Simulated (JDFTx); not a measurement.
Runs of JDFTx 1.7.0 (patched build) on I. It takes space group Fmmm (No. 69, orthorhombic). The conventional cell has a = 4.384 Å, b = 4.731 Å, c = 7.820 Å, α = 90.00°, β = 90.00°, γ = 90.00°. I (site symmetry mmm) has 4 I at 3.23 Å as nearest neighbours. 

```csv
task,level,potentials or basis,cell,local potential set to -Z/r beyond,further solve for the empty bands,pseudo rcut,gap on the mesh (eV),pressure (GPa),relaxed volume (Å³/atom)
single point,PBEsol,PseudoDojo-SR-PBEsol-0.4.1-standard with smoothed tails,as given,6 bohr,yes,6,none,-1.3,-
single point,LDA,PseudoDojo-SR-LDA-0.4.1-standard with smoothed tails,as given,6 bohr,yes,6,none,(a),-
relaxation of cell and atoms,PBEsol,PseudoDojo-SR-PBEsol-0.4.1-standard,relaxed,-,no,-,none,0.0,37.54
relaxation of cell and atoms,LDA,PseudoDojo-SR-LDA-0.4.1-standard,relaxed,-,no,-,none,0.0,35.31
```

Alike in all rows: no spin polarisation; k mesh 9 × 9 × 9; cutoff (eV) 952; smearing fermi-dirac 0.05 eV.

Task: Fill in the values left out.

Result: (a) -2.3.

Caveats: an odd number of electrons without spin polarisation forces a metal; a magnetic or distorted state may lie lower; the empty levels aren't tightly converged (some runs); the plane waves are those of the starting cell, so after so large a change of volume the result is rough (some runs).

A k mesh can miss the band edges, and the runs leave out spin-orbit coupling on I.

A gap of «none» marks a metal or a gap under the smearing width.

Not every run made on this cell is shown here.
